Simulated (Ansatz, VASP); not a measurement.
## TiCo in VASP and in Ansatz

Contents of INCAR:

```
SYSTEM = TiCo
PREC = Accurate ; ENCUT = 520
EDIFF = 1E-6 ; ISMEAR = 0
SIGMA = 0.05 ; LREAL = .False.
LASPH = .True. ; NELM = 150
ALGO = Normal ; ISIF = 2
LWAVE = .False. ; LCHARG = .True.
ISPIN = 2 ; MAGMOM = -1 3
LORBIT = 11 ; LMAXMIX = 4
GGA = PE ; LELF = .True.
LVHAR = .True. ; NBANDS = 22
```

Contents of KPOINTS:

```
regular mesh
0
Gamma
  12 12 12
  0 0 0
```

The input POSCAR:

```
TiCo
1.0
    2.9861109900      0.0000000000      0.0000000000
    0.0000000000      2.9861109900      0.0000000000
    0.0000000000      0.0000000000      2.9861109900
Ti Co
1 1
Direct
    0.0000000000      0.0000000000      0.0000000000
    0.5000000000      0.5000000000      0.5000000000
```

Input for Ansatz:

```yaml
crystal:
  lattice:
    - [2.98611099, 0.0, 0.0]
    - [0.0, 2.98611099, 0.0]
    - [0.0, 0.0, 2.98611099]
  atoms:
    - { symbol: Ti, position: [0.0, 0.0, 0.0], spin: -1.0 }
    - { symbol: Co, position: [0.5, 0.5, 0.5], spin: 3.0 }
magnetization:
  spin_polarized: true
basis:
  ecutwfc: 420
  fft_grid_basis: typed
kpoints:
  mp_grid: { grid: [12, 12, 12] }
hamiltonian:
  xc: pbe
  pseudopotentials: { kind: paw }
scf:
  occupations: { method: gaussian, width: 0.05 }
output:
  forces: true
  stress: true
  eigenvalues: true
  bader: true
  write_density: true
  volumetric_format: npy
  populations: true
  elf: true
```

The cell comes from a database or a generator and needn't be the stable form of this composition.

Alike in both runs: task single point; functional PBE; k mesh 12 × 12 × 12; occupations gaussian, width 0.05 eV; collinear spin.

```csv
,VASP,Ansatz
version,VASP 6.6.1,Ansatz 0.2.0
potentials or method,"VASP PAW PBE potentials, release 64 (Ti_sv, Co)","scalar-relativistic, plane waves, PAW"
plane-wave cutoff (eV),520,420
valence electrons in the cell,21,29
```

```csv
,VASP,Ansatz,Ansatz less VASP
gap on the k mesh at the Fermi level (eV),none,none,-
pressure (GPa),-0.7,-0.2,+0.54
net moment per atom (μB),0.43,0.45,+0.016
size of the moment on the site where the two differ most (μB),0.93,0.98,+0.049
```

Site moments also hang on the region over which each program counts them. A gap of «none» marks a metal or a gap that the smearing closes. The two sets of potentials don't hold the same shells in valence.
